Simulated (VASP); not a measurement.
# BN in VASP: notebook, part 2 of 2

VASP 6.6.1. Earlier steps stand in the parts before.

## (6) Single point, PBE

File INCAR:

```
PREC = Accurate
ENCUT = 460
EDIFF = 1E-7
ISMEAR = 0
SIGMA = 0.05
LREAL = False
LASPH = True
NELM = 100
ALGO = Normal
ISIF = 2
LWAVE = False
LCHARG = False
GGA = PE
ADDGRID = False
```

File KPOINTS:

```
regular mesh
0
Gamma
  3 3 3
```

File POSCAR:

```
BN
1.0
    0.0000000000      3.4953158300      2.1660912400
    1.2516321000      0.0000000000      2.1660912400
    1.2516321000      3.4953158300      0.0000000000
N B
1 1
Direct
    0.6643870000      0.6373240000      0.3259630000
   -0.0156690000     -0.0240960000      1.0349220000
```

Potentials or basis: VASP PAW PBE potentials, release 64 (N_s, B_s).

Started as:

```bash
$ cat potpaw_PBE.64/N_s/POTCAR potpaw_PBE.64/B_s/POTCAR > POTCAR
$ mpirun -np 1 vasp_std > vasp.out
```

OUTCAR:

```text
PREC = Accurate
   ENCUT = 460
   EDIFF = 1E-7
   ISMEAR = 0
   LREAL = False
   LASPH = True
   NELM = 100
   ISIF = 2
   GGA = PE

 Found     14 irreducible k-points:

 Following reciprocal coordinates:
            Coordinates               Weight
  0.000000  0.000000  0.000000      1.000000
  0.333333  0.000000  0.000000      2.000000
 -0.333333 -0.333333 -0.333333      2.000000
  0.000000  0.333333 -0.000000      2.000000
  0.000000  0.000000  0.333333      2.000000
  0.333333  0.333333  0.000000      2.000000
   k-points           NKPTS =     14   k-points in BZ     NKDIM =     14   number of bands    NBANDS=      8
   number of dos      NEDOS =    301   number of ions     NIONS =      2
   total plane-waves  NPLWV =  15120
   dimension x,y,z NGX =    30 NGY =   18 NGZ =   28
   dimension x,y,z NGXF=    60 NGYF=   36 NGZF=   56
   ions per type =               1   1
   NGX,Y,Z   is equivalent  to a cutoff of  12.13, 11.96, 12.54 a.u.
   NGXF,Y,Z  is equivalent  to a cutoff of  24.26, 23.92, 25.08 a.u.
 SYSTEM =  unknown system
   PREC   = accura    normal or accurate (medium, high low for compatibility)
   ISTART =      0    job   : 0-new  1-cont  2-samecut
   ICHARG =      2    charge: 1-file 2-atom 10-const
   ISPIN  =      1    spin polarized calculation?
   LNONCOLLINEAR =      F non collinear calculations
   LSORBIT =      F    spin-orbit coupling
   LASPH  =      T    aspherical Exc in radial PAW
   ENCUT  =  460.0 eV  33.81 Ry    5.81 a.u.   7.19  4.37  6.49*2*pi/ulx,y,z
   NELM   =    100;   NELMIN=  2; NELMDL= -5     # of ELM steps
   EDIFF  = 0.1E-06   stopping-criterion for ELM
   LREAL  =      F    real-space projection
   EDIFFG = 0.1E-05   stopping-criterion for IOM
   NSW    =      0    number of steps for IOM
   IBRION =     -1    ionic relax: 0-MD 1-quasi-New 2-CG
   NFREE  =      0    steps in history (QN), initial steepest desc. (CG)
   ISIF   =      2    stress and relaxation
   ISYM   =      2    0-nonsym 1-usesym 2-fastsym
   POTIM  = 0.5000    time-step for ionic-motion
   TEBEG  =    0.0;   TEEND  =   0.0 temperature during run
   PSTRESS=    0.0 pullay stress
   NELECT =       8.0000    total number of electrons
   NUPDOWN=      -1.0000    fix difference up-down
   EMIN   =  10.00;   EMAX   =-10.00  energy-range for DOS
   EFERMI =   0.00;   METHOD = LEGACY
   ISMEAR =     0;   SIGMA  =   0.05  broadening in eV -4-tet -1-fermi 0-gaus
   EFERMI_NEDOS =   21; number of points for ismear=-14 and -15
   IALGO  =     38    algorithm
   IMIX   =      4    mixing-type and parameters
     AMIX     =   0.40;   BMIX     =  1.00
     AMIX_MAG =   1.60;   BMIX_MAG =  1.00
  volume/ion in A,a.u.               =       9.48        63.95
  Fermi-wavevector in a.u.,A,eV,Ry     =   1.228047  2.320672 20.518928  1.508099
  Thomas-Fermi vector in A             =   2.362987
   LORBIT       =      0    0 simple, 1 ext, 2 COOP (PROOUT), +10 PAW based schemes
   GGA     = PE    functional components
   LHFCALC =     F    Hartree Fock is set to
   AEXX    =    0.0000 exact exchange contribution
   IVDW    =     0    specifies the selected vdW correction
   LEPSILON=     F    determine dielectric tensor
   LRPA    =     F    only Hartree local field effects (RPA)
 non-spin polarized calculation
 Gauss-broadening in eV      SIGMA  =   0.05
  energy-cutoff  :      460.00
  volume of cell :       18.95
 maximum number of plane-waves:       440
 NGX is ok and might be reduce to    30

 number of electron       8.0000000 magnetization

 Free energy of the ion-electron system (eV)
  ---------------------------------------------------
  ext. energy  EPLUGINS =         0.00000000
  ---------------------------------------------------
  free energy    TOTEN  =       -17.30734752 eV

  energy without entropy =      -17.30734752  energy(sigma->0) =      -17.30734752

 E-fermi :   3.4201     XC(G=0):  -9.7061

 val. band max:        3.1214656522   @ k =   0.3333   0.3333  -0.3333
 cond. band min:       7.4204124093   @ k =   0.0000   0.3333   0.3333
 fundamental gap:      4.2989467571
 Fermi energy:         3.4200676021

 k-point     1 :       0.0000    0.0000    0.0000
  band No.  band energies     occupation
      1     -14.6760      2.00000
      2      -1.2839      2.00000
      3       1.1310      2.00000
      4       2.5690      2.00000
      5       7.8433      0.00000
      6      13.7713      0.00000
      7      15.6686      0.00000
      8      16.2483      0.00000

 k-point     2 :       0.3333    0.0000    0.0000
  band No.  band energies     occupation
      1     -12.6168      2.00000
      2      -3.5226      2.00000
      3      -0.8394      2.00000
      4       0.6864      2.00000
      5      10.3109      0.00000
      6      12.1023      0.00000
      7      14.4915      0.00000
      8      20.6862      0.00000

 k-point     3 :      -0.3333   -0.3333   -0.3333
  band No.  band energies     occupation
      1     -12.6933      2.00000
      2      -3.9329      2.00000
      3      -0.0954      2.00000
      4       0.8415      2.00000
      5       9.8130      0.00000
      6      12.1000      0.00000
      7      14.6007      0.00000
      8      20.9608      0.00000

 k-point     4 :       0.0000    0.3333   -0.0000
  band No.  band energies     occupation
      1     -12.6932      2.00000
      2      -3.9379      2.00000
      3      -0.0964      2.00000
      4       0.8733      2.00000
      5       9.5109      0.00000
      6      12.4490      0.00000
      7      14.5730      0.00000
      8      20.9558      0.00000

 k-point     5 :       0.0000    0.0000    0.3333
  band No.  band energies     occupation
      1     -12.6165      2.00000
      2      -3.5307      2.00000
      3      -0.8391      2.00000
      4       0.7307      2.00000
      5       9.7951      0.00000
      6      12.6171      0.00000
      7      14.5172      0.00000
      8      20.7561      0.00000

 k-point     6 :       0.3333    0.3333    0.0000
  band No.  band energies     occupation
      1     -12.7105      2.00000
      2      -3.9349      2.00000
      3      -0.2143      2.00000
      4       1.2202      2.00000
      5      10.2252      0.00000
      6      11.7651      0.00000
      7      14.2853      0.00000
      8      19.6837      0.00000

 [... further k-points ...]
[... 5 lines left out ...]
  --------------------------------------------------------------------------------------
  -------------------------------------------------------------------------------------
  Total        0.6541224      0.0480891      0.9505410     -0.2385504      0.0354506      0.6899728
  in kB       55.2967647      4.0652523     80.3547570    -20.1660556      2.9968473     58.3274117
  external PRESSURE =      46.5722580 kB  Pullay stress =       0.0000000 kB

 VOLUME and BASIS-vectors are now :
 -----------------------------------------------------------------------------
  energy-cutoff  :      460.00
  volume of cell :       18.95
      direct lattice vectors                 reciprocal lattice vectors
     0.000000000  3.495315830  2.166091240    -0.399478409  0.143048590  0.230830535
     1.251632100  0.000000000  2.166091240     0.399478409 -0.143048590  0.230830535
     1.251632100  3.495315830  0.000000000     0.399478409  0.143048590 -0.230830535

 POSITION                                       TOTAL-FORCE (eV/Angst)
 -----------------------------------------------------------------------------------
      1.20568      3.46159      2.81962         2.365883      1.306911     -0.547790
      1.26518      3.56261      4.24605        -2.365883     -1.306911      0.547790
 -----------------------------------------------------------------------------------
    total drift:                               -0.000038      0.000011     -0.000033

  FREE ENERGIE OF THE ION-ELECTRON SYSTEM (eV)
  ---------------------------------------------------
  free  energy   TOTEN  =       -17.3073475215 eV

  energy  without entropy=      -17.3073475215  energy(sigma->0) =      -17.30734752
```

It took 2.5 s on 1 thread of Intel Xeon 6975P-C (Granite Rapids), shared host; peak memory 0.12 GiB.

These settings aren't checked as converged: the numbers below hold their error.

Results:

```yaml
Free_energy: -17.3073 eV
Pressure: 4.7 GPa
Largest_force: 2.758 eV/Å
Band_gap_on_the_k_mesh: 4.30 eV, indirect (least direct gap 4.49 eV)
```

Caveat: the k mesh is coarse (spacing up to 1.01 Å⁻¹), so the values aren't converged; an odd mesh through Γ misses points on the zone boundary, where band edges often lie.
